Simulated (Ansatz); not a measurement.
# Trigonal (grey) selenium under LDA: how the Fermi-Dirac smearing moves the result

A convergence test of the Fermi-Dirac smearing width. The geometry was relaxed under LDA beforehand and stays fixed; 7 values are run, from 0.01 to 1.0 eV. Wanted are the values from which on the energy stays within 10 and 1 meV/atom, and the pressure within 0.5 GPa, of the narrowest run. Within the series other settings stay, but some runs also write fields, which adds to their time. Spin polarisation is left out.

Computed with Ansatz 0.2.0 (DFT LDA, plane waves with PAW, scalar-relativistic, unless a step says otherwise).

1 further run of the same task is left out (set aside as unsound or not needed).

### Step 1. Starting point

The structure is trigonal, space group P3_121 (No. 152). Conventional cell: a = 3.953 Å, b = 3.953 Å, c = 5.121 Å, α = 90.00°, β = 90.00°, γ = 120.00°. Se (site symmetry 2) has 2 Se at 2.44 Å as nearest neighbours.

Coordinates:

```xyz
3
Lattice="3.9535 0.0000 0.0000 -1.9767 3.4238 0.0000 0.0000 0.0000 5.1205" Properties=species:S:1:pos:R:3 pbc="T T T"
Se   -0.9711    3.4238    1.7068
Se    3.4507    0.8709    3.4137
Se    1.4739    2.5529    5.1205
```

### Step 2. Width 0.01 eV

The run at 0.01 eV.

input.yaml reads:

```yaml
crystal:
  lattice:
    - [3.9534579885, 0.0, 0.0]
    - [-1.9767289943, 3.4237950508, 0.0]
    - [0.0, 0.0, 5.1205317866]
  atoms:
    - { symbol: Se, position: [0.2543546533, 1.0, 0.3333333333] }
    - { symbol: Se, position: [1.0, 0.2543546533, 0.6666666667] }
    - { symbol: Se, position: [0.7456453467, 0.7456453467, 1.0] }
hamiltonian:
  xc: lda
  pseudopotentials:
    kind: paw
    azcp:
      Se: "pseudopotentials/Se.paw.azcp"
basis:
  ecutwfc: 420
  fft_grid_basis: typed
kpoints:
  mp_grid: { grid: [9, 9, 6], shift: [0, 0, 0] }
magnetization:
  spin_polarized: false
scf:
  occupations: { method: fermi_dirac, width: 0.01 }
  lower_state_search: "off"
output:
  stress: true
```

Run with:

```bash
$ ansatz run input.yaml --threads 2 --pin off --max-ram 5120MiB --backend cpu --events-out ev --progress --plain --runs-dir out
```

### Step 3. Width 0.03 eV

The run at 0.03 eV.

Changes to input.yaml since step 2:

```diff
@@ -23,3 +23,3 @@
 scf:
-  occupations: { method: fermi_dirac, width: 0.01 }
+  occupations: { method: fermi_dirac, width: 0.03 }
   lower_state_search: "off"
@@ -27 +27,5 @@
   stress: true
+  write_density: true
+  write_potential: true
+  elf: true
+  volumetric_format: npy
```

### Step 4. Width 0.1 eV

The run at 0.1 eV.

Changes to input.yaml since step 3:

```diff
@@ -23,3 +23,3 @@
 scf:
-  occupations: { method: fermi_dirac, width: 0.03 }
+  occupations: { method: fermi_dirac, width: 0.1 }
   lower_state_search: "off"
```

### Step 5. Width 0.2 eV

The run at 0.2 eV.

Changes to input.yaml since step 4:

```diff
@@ -23,3 +23,3 @@
 scf:
-  occupations: { method: fermi_dirac, width: 0.1 }
+  occupations: { method: fermi_dirac, width: 0.2 }
   lower_state_search: "off"
@@ -27,5 +27 @@
   stress: true
-  write_density: true
-  write_potential: true
-  elf: true
-  volumetric_format: npy
```

### Step 6. Width 0.3 eV

The run at 0.3 eV.

Changes to input.yaml since step 5:

```diff
@@ -23,3 +23,3 @@
 scf:
-  occupations: { method: fermi_dirac, width: 0.2 }
+  occupations: { method: fermi_dirac, width: 0.3 }
   lower_state_search: "off"
```

### Step 7. Width 0.6 eV

The run at 0.6 eV.

Changes to input.yaml since step 6:

```diff
@@ -23,3 +23,3 @@
 scf:
-  occupations: { method: fermi_dirac, width: 0.3 }
+  occupations: { method: fermi_dirac, width: 0.6 }
   lower_state_search: "off"
@@ -27 +27,5 @@
   stress: true
+  write_density: true
+  write_potential: true
+  elf: true
+  volumetric_format: npy
```

### Step 8. Width 1.0 eV

The run at 1.0 eV.

Changes to input.yaml since step 7:

```diff
@@ -23,3 +23,3 @@
 scf:
-  occupations: { method: fermi_dirac, width: 0.6 }
+  occupations: { method: fermi_dirac, width: 1.0 }
   lower_state_search: "off"
@@ -27,5 +27 @@
   stress: true
-  write_density: true
-  write_potential: true
-  elf: true
-  volumetric_format: npy
```

(Steps that only read results are left out.)

What does the calculation give?

The runs gave:

| quantity | value |
| --- | --- |
| E(σ → 0) stays within 10 meV/atom of 0.01 eV | up to 0.2 eV |
| E(σ → 0) stays within 1 meV/atom | up to 0.1 eV |
| pressure stays within 0.5 GPa | up to 0.3 eV |
| pressure at 0.01 eV | -0.04 GPa |

What this shows: The far end, 1.0 eV, lies +142.5 meV/atom and +6.7 GPa from the yardstick. Over the range F shifts by -693.9 meV/atom, while E(σ → 0) shifts by +142.5. While the width stays far under the gap, it changes nothing. The cell taken over is 15 % smaller than the measured one (27.26 Å³/atom, COD), which weighs on all values here.
